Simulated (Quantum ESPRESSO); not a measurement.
# C (Fd-3m) in Quantum ESPRESSO: reference runs

How does C come out in PBEsol? The cell is run as given, then over a range of volumes.

Everything below comes from runs of Quantum ESPRESSO 7.5. Logs are shortened: lines on timing, memory, paths and dates and some standing lists are left out, and cuts for length are marked.

**Experimental background.**

“Equation of state of cubic boron nitride at high pressures and temperatures”, 2007, arxiv:cond-mat/0702656 quotes, for a bulk crystal of C: bulk modulus 442 ± 5 GPa.

The runs below are set against these values where they give the same quantity.

### Step 1. The crystal as given

The structure is cubic, space group Fd-3m (No. 227). The conventional cell has a = 3.567 Å, b = 3.567 Å, c = 3.567 Å, α = 90.00°, β = 90.00°, γ = 90.00°. C (site symmetry -43m) is surrounded by 4 C at 1.54 Å.

This isn't the form of C at room conditions, which is graphite.

### Step 2. Single point, PBEsol

Contents of pw.in:

```
&CONTROL
  calculation = 'scf'
  prefix = 'pwscf'
  outdir = './tmp'
  pseudo_dir = './pseudo'
  tprnfor = .true.
  tstress = .true.
  disk_io = 'low'
/
&SYSTEM
  ibrav = 0
  nat = 2
  ntyp = 1
  ecutwfc = 45
  ecutrho = 360
  nbnd = 9
  occupations = 'smearing'
  smearing = 'fd'
  degauss = 0.00367493
/
&ELECTRONS
  conv_thr = 4d-10
  electron_maxstep = 120
  mixing_beta = 0.5
/
ATOMIC_SPECIES
C     12.0110 c_pbesol_v1.2.uspp.F.UPF
CELL_PARAMETERS angstrom
   0.0000000000    1.7833700000    1.7833700000
   1.7833700000    0.0000000000    1.7833700000
   1.7833700000    1.7833700000    0.0000000000
ATOMIC_POSITIONS crystal
C      0.7500000000    0.7500000000    0.7500000000
C      0.5000000000    0.5000000000    0.5000000000
K_POINTS automatic
13 13 13 0 0 0
```

Contents of pp_density.in:

```
&INPUTPP
  prefix = 'pwscf'
  outdir = './tmp'
  filplot = 'density.dat'
  plot_num = 0
/
&PLOT
  nfile = 1
  filepp(1) = 'density.dat'
  iflag = 3
  output_format = 6
  fileout = 'density.cube'
/
```

Contents of pp_potential.in:

```
&INPUTPP
  prefix = 'pwscf'
  outdir = './tmp'
  filplot = 'potential.dat'
  plot_num = 11
/
&PLOT
  nfile = 1
  filepp(1) = 'potential.dat'
  iflag = 3
  output_format = 6
  fileout = 'potential.cube'
/
```

Potentials or basis: GBRV 1.5 PBEsol.

Started as:

```
OMP_NUM_THREADS=1 mpirun -n 2 pw.x -nk 2 -in pw.in > pw.out
OMP_NUM_THREADS=1 mpirun -n 1 pp.x -in pp_density.in > pp_density.out
OMP_NUM_THREADS=1 mpirun -n 1 pp.x -in pp_potential.in > pp_potential.out
```

pw.out:

```text
This program is part of the open-source Quantum ESPRESSO suite
     for quantum simulation of materials; please cite
[... 13 lines left out ...]
     --------------------
     sticks:   dense  smooth     PW     G-vecs:    dense   smooth      PW
     Sum         559     283     97                 8801     3119     645

     Using Slab Decomposition

     bravais-lattice index     =            0
     lattice parameter (alat)  =       4.7660  a.u.
     unit-cell volume          =      76.5510 (a.u.)^3
     number of atoms/cell      =            2
     number of atomic types    =            1
     number of electrons       =         8.00
     number of Kohn-Sham states=            9
     kinetic-energy cutoff     =      45.0000  Ry
     charge density cutoff     =     360.0000  Ry
     scf convergence threshold =      4.0E-10
     mixing beta               =       0.5000
     number of iterations used =            8  plain     mixing
     Exchange-correlation= SLA  PW   PSX  PSC
                           (   1   4  10   8   0   0   0)

     celldm(1)=   4.766014  celldm(2)=   0.000000  celldm(3)=   0.000000
     celldm(4)=   0.000000  celldm(5)=   0.000000  celldm(6)=   0.000000

     crystal axes: (cart. coord. in units of alat)
               a(1) = (   0.000000   0.707107   0.707107 )
               a(2) = (   0.707107   0.000000   0.707107 )
               a(3) = (   0.707107   0.707107   0.000000 )

     reciprocal axes: (cart. coord. in units 2 pi/alat)
               b(1) = ( -0.707107  0.707107  0.707107 )
               b(2) = (  0.707107 -0.707107  0.707107 )
               b(3) = (  0.707107  0.707107 -0.707107 )

     PseudoPot. # 1 for C  read from file:
     c_pbesol_v1.2.uspp.F.UPF
     Pseudo is Ultrasoft + core correction, Zval =  4.0
     Generated by new atomic code, or converted to UPF format
     Using radial grid of  721 points,  4 beta functions with:
                l(1) =   0
                l(2) =   0
                l(3) =   1
                l(4) =   1
     Q(r) pseudized with  8 coefficients,  rinner =    1.100   1.100   1.100

     atomic species   valence    mass     pseudopotential
     C                 4.00    12.01100     C ( 1.00)

     48 Sym. Ops., with inversion, found (24 have fractional translation)

   Cartesian axes

     site n.     atom                  positions (alat units)
         1        C      tau(   1) = (   1.0606602   1.0606602   1.0606602  )
         2        C      tau(   2) = (   0.7071068   0.7071068   0.7071068  )

     number of k points=    84  Fermi-Dirac smearing, width (Ry)=  0.0037
                       cart. coord. in units 2pi/alat
        k(    1) = (   0.0000000   0.0000000   0.0000000), wk =   0.0009103
        k(    2) = (   0.0543928   0.0543928  -0.0543928), wk =   0.0072827
        k(    3) = (   0.1087857   0.1087857  -0.1087857), wk =   0.0072827
        k(    4) = (   0.1631785   0.1631785  -0.1631785), wk =   0.0072827
        k(    5) = (   0.2175713   0.2175713  -0.2175713), wk =   0.0072827
        k(    6) = (   0.2719641   0.2719641  -0.2719641), wk =   0.0072827
[... 76 lines left out ...]
        k(   83) = (   0.0000000  -0.4351426   0.6527140), wk =   0.0218480
        k(   84) = (  -0.0543928  -0.3807498   0.7071068), wk =   0.0218480

     Dense  grid:     8801 G-vectors     FFT dimensions: (  32,  32,  32)

     Smooth grid:     3119 G-vectors     FFT dimensions: (  24,  24,  24)

     Initial potential from superposition of free atoms

     starting charge       7.9999, renormalised to       8.0000
     Starting wfcs are    8 randomized atomic wfcs +    1 random wfcs

     Self-consistent Calculation

     iteration #  1     ecut=    45.00 Ry     beta= 0.50
     Davidson diagonalization with overlap
     ethr =  1.00E-02,  avg # of iterations =  4.0

     total energy              =     -22.94807929 Ry
     estimated scf accuracy    <       0.11679876 Ry

     iteration #  2     ecut=    45.00 Ry     beta= 0.50
     Davidson diagonalization with overlap
     ethr =  1.46E-03,  avg # of iterations =  1.0

     total energy              =     -22.94596151 Ry
     estimated scf accuracy    <       0.01588839 Ry

     iteration #  3     ecut=    45.00 Ry     beta= 0.50
     Davidson diagonalization with overlap
     ethr =  1.99E-04,  avg # of iterations =  2.1

     total energy              =     -22.94746014 Ry
     estimated scf accuracy    <       0.00015405 Ry

     iteration #  4     ecut=    45.00 Ry     beta= 0.50
     Davidson diagonalization with overlap
     ethr =  1.93E-06,  avg # of iterations =  3.9

     total energy              =     -22.94748583 Ry
     estimated scf accuracy    <       0.00000150 Ry

     iteration #  5     ecut=    45.00 Ry     beta= 0.50
     Davidson diagonalization with overlap
     ethr =  1.87E-08,  avg # of iterations =  2.1

     total energy              =     -22.94748632 Ry
     estimated scf accuracy    <       0.00000009 Ry

     iteration #  6     ecut=    45.00 Ry     beta= 0.50
     Davidson diagonalization with overlap
     ethr =  1.10E-09,  avg # of iterations =  1.9

     total energy              =     -22.94748633 Ry
     estimated scf accuracy    <          6.3E-10 Ry

     iteration #  7     ecut=    45.00 Ry     beta= 0.50
     Davidson diagonalization with overlap
     ethr =  7.83E-12,  avg # of iterations =  3.0

     End of self-consistent calculation

          k = 0.0000 0.0000 0.0000 (   387 PWs)   bands (ev):

    -8.1797  13.3294  13.3294  13.3294  18.8681  18.8681  18.8681  26.7143
    32.2963

          k = 0.0544 0.0544-0.0544 (   381 PWs)   bands (ev):

    -8.0156  12.2570  13.0478  13.0478  19.2360  19.2360  19.5018  26.8449
    32.5766

          k = 0.1088 0.1088-0.1088 (   381 PWs)   bands (ev):

    -7.5246   9.9788  12.4148  12.4148  20.0662  20.0662  20.5344  27.2218
    33.2012

          k = 0.1632 0.1632-0.1632 (   386 PWs)   bands (ev):

    -6.7125   7.3697  11.7310  11.7310  20.9002  20.9002  21.3073  27.7655
    33.6806

          k = 0.2176 0.2176-0.2176 (   389 PWs)   bands (ev):

    -5.5920   4.7601  11.1543  11.1543  21.4426  21.4426  21.7821  28.3057
    33.9172

          k = 0.2720 0.2720-0.2720 (   389 PWs)   bands (ev):

    -4.1986   2.3210  10.7500  10.7500  21.6640  21.6640  22.0481  28.6630
    34.3032

          k = 0.3264 0.3264-0.3264 (   392 PWs)   bands (ev):

    -2.7191   0.3050  10.5435  10.5435  21.7122  21.7122  22.1685  28.8027
    34.8551

          k = 0.1088-0.0000 0.0000 (   383 PWs)   bands (ev):

    -7.9609  12.5243  12.5243  12.8073  18.6940  19.8595  19.8595  26.8139
    32.6807

          k = 0.1632 0.0544-0.0544 (   379 PWs)   bands (ev):

    -7.5789  10.7500  11.7879  12.5203  18.9426  20.8315  20.8645  26.8821
    33.2279

          k = 0.2176 0.1088-0.1088 (   380 PWs)   bands (ev):

    -6.8739   8.2871  11.0934  11.9306  19.7108  21.7242  21.7476  27.0447
    33.7424

          k = 0.2720 0.1632-0.1632 (   384 PWs)   bands (ev):

    -5.8557   5.7016  10.5641  11.2371  20.4757  22.2709  22.3203  27.4031
    34.0477

          k = 0.3264 0.2176-0.2176 (   388 PWs)   bands (ev):

    -4.5490   3.2152  10.2507  10.6098  20.9673  22.4813  22.5739  28.0093
    34.0924

          k = 0.3807 0.2720-0.2720 (   391 PWs)   bands (ev):

    -3.0504   1.0172  10.1299  10.1689  21.2525  22.3682  22.7135  28.5970
    34.2417

          k =-0.2720-0.3807 0.3807 (   389 PWs)   bands (ev):

    -2.2698   0.0598   9.8402  10.3152  21.4944  22.1439  22.7314  28.8409
    34.3509

          k =-0.2176-0.3264 0.3264 (   390 PWs)   bands (ev):

    -3.5557   1.7011   9.7657  10.6727  21.7438  21.8643  22.6336  28.6409
    34.1796

          k =-0.1632-0.2720 0.2720 (   386 PWs)   bands (ev):

    -5.0141   4.0278   9.9207  11.2113  21.4593  21.9006  22.3856  28.1157
    34.0361

          k =-0.1088-0.2176 0.2176 (   383 PWs)   bands (ev):

    -6.2291   6.5675  10.3060  11.8773  20.8176  21.7755  21.8876  27.5730
    33.9401

          k =-0.0544-0.1632 0.1632 (   379 PWs)   bands (ev):

    -7.1445   9.1395  10.9066  12.5639  19.9897  21.0354  21.2721  27.2126
    33.5961

          k = 0.0000-0.1088 0.1088 (   381 PWs)   bands (ev):

    -7.7425  11.3396  11.7843  13.0532  19.3113  20.0304  20.3787  26.9832
    32.9876

          k = 0.2176-0.0000 0.0000 (   383 PWs)   bands (ev):

    -7.3067  10.9953  10.9953  11.4038  18.2667  21.9348  21.9348  26.2382
    33.6818

          k = 0.2720 0.0544-0.0544 (   380 PWs)   bands (ev):

    -6.7110   9.1120  10.2721  11.0116  18.4703  22.9659  23.0036  25.5531
    33.1264

          k = 0.3264 0.1088-0.1088 (   386 PWs)   bands (ev):

    -5.7998   6.7267   9.7365  10.3554  19.2151  23.6584  23.7356  25.2933
    33.8406
[... 238 lines left out ...]
    -1.3445   3.0606   5.7100   7.0778  19.0710  21.2301  27.6611  29.0331
    34.5431

          k =-0.0544-0.4895 0.5983 (   392 PWs)   bands (ev):

    -0.0054   1.9176   4.4457   7.3231  19.5110  23.3942  27.2255  28.6268
    32.7674

          k = 0.0000-0.4351 0.5439 (   392 PWs)   bands (ev):

    -0.2062   2.1527   3.8651   7.8678  20.0344  25.8015  26.3620  27.8741
    31.1158

          k =-0.0544-0.5983 0.7071 (   393 PWs)   bands (ev):

    -0.4818   1.9186   6.5485   6.6417  18.5223  19.2266  29.2708  29.6915
    35.8515

          k = 0.0000-0.5439 0.6527 (   389 PWs)   bands (ev):

     0.7688   0.9925   5.3048   6.8114  19.0657  20.7781  28.8165  29.2032
    34.4282

          k = 0.4351 0.2176 0.0000 (   399 PWs)   bands (ev):

    -3.9134   5.2722   6.4661   9.1067  20.5499  23.3081  24.6528  26.7070
    34.2449

          k =-0.2176-0.4351 0.6527 (   397 PWs)   bands (ev):

    -2.5680   3.5168   5.9501   8.3292  21.5180  23.0600  25.2796  27.6264
    32.8341

          k =-0.1632-0.3807 0.5983 (   390 PWs)   bands (ev):

    -1.1671   1.7468   5.9040   7.8198  21.7739  23.1087  26.6103  27.7646
    31.3399

          k =-0.1632-0.4895 0.7071 (   397 PWs)   bands (ev):

    -2.0974   3.8855   5.7419   7.1438  20.5019  22.3586  25.6910  28.5679
    33.9674

          k =-0.1088-0.4351 0.6527 (   393 PWs)   bands (ev):

    -0.7008   2.5867   5.0389   6.6302  21.3777  23.5516  25.4771  28.3223
    32.8135

          k =-0.0544-0.3807 0.5983 (   395 PWs)   bands (ev):

    -0.0384   1.9570   4.5351   6.8016  21.7867  24.3661  26.4053  26.8925
    32.0436

          k = 0.0000-0.3264 0.5439 (   391 PWs)   bands (ev):

    -1.2178   3.0473   4.5773   7.4433  22.2907  23.3248  25.6782  28.0515
    31.7537

          k =-0.0544-0.4895 0.7071 (   393 PWs)   bands (ev):

    -0.0213   2.1020   5.4958   5.8790  20.7388  21.3439  27.3856  28.7230
    34.4643

          k = 0.0000-0.4351 0.6527 (   393 PWs)   bands (ev):

     0.8917   1.5330   4.4737   6.0626  21.3326  23.4430  26.7494  27.3184
    33.5831

          k =-0.0544-0.3807 0.7071 (   393 PWs)   bands (ev):

     0.5695   2.0226   4.5936   5.5803  23.3597  23.4931  25.4099  26.6787
    33.5659

     the Fermi energy is    15.3760 ev

!    total energy              =     -22.94748633 Ry
     estimated scf accuracy    <          4.7E-11 Ry
     smearing contrib. (-TS)   =       0.00000000 Ry
     internal energy E=F+TS    =     -22.94748633 Ry

     The total energy is F=E-TS. E is the sum of the following terms:
     one-electron contribution =       8.05031094 Ry
     hartree contribution      =       1.89826490 Ry
     xc contribution           =      -7.32137366 Ry
     ewald contribution        =     -25.57468850 Ry

     convergence has been achieved in   7 iterations

     Forces acting on atoms (cartesian axes, Ry/au):

     atom    1 type  1   force =    -0.00000000   -0.00000000   -0.00000000
     atom    2 type  1   force =     0.00000000    0.00000000    0.00000000

     Total force =     0.000000     Total SCF correction =     0.000000

     Computing stress (Cartesian axis) and pressure

          total   stress  (Ry/bohr**3)                   (kbar)     P=      -46.71
  -0.00031750   0.00000000   0.00000000          -46.71        0.00        0.00
   0.00000000  -0.00031750   0.00000000            0.00      -46.71        0.00
   0.00000000   0.00000000  -0.00031750            0.00        0.00      -46.71

=------------------------------------------------------------------------------=
   JOB DONE.
=------------------------------------------------------------------------------=
```

Run time: 4.7 s. Hardware: 2 MPI ranks of Arm Neoverse V1, shared host; peak memory 0.1 GiB.

Results:

| Property | Result |
| --- | --- |
| Free energy | -312.2165 eV |
| Pressure | -4.7 GPa |
| Band gap on the k mesh | 4.02 eV, indirect (least direct gap 5.54 eV) |

Levels at points of the mesh, in eV from the valence-band top:
| k point | band 2 | band 3 | band 4 | band 5 | band 6 | band 7 |
| --- | --- | --- | --- | --- | --- | --- |
| (0.00, 0.00, 0.00) | 0.00 | 0.00 | 0.00 | 5.54 | 5.54 | 5.54 |

Caveat: an odd mesh through Γ misses points on the zone boundary, where band edges often lie.

(Continued in part 2 of 2.)
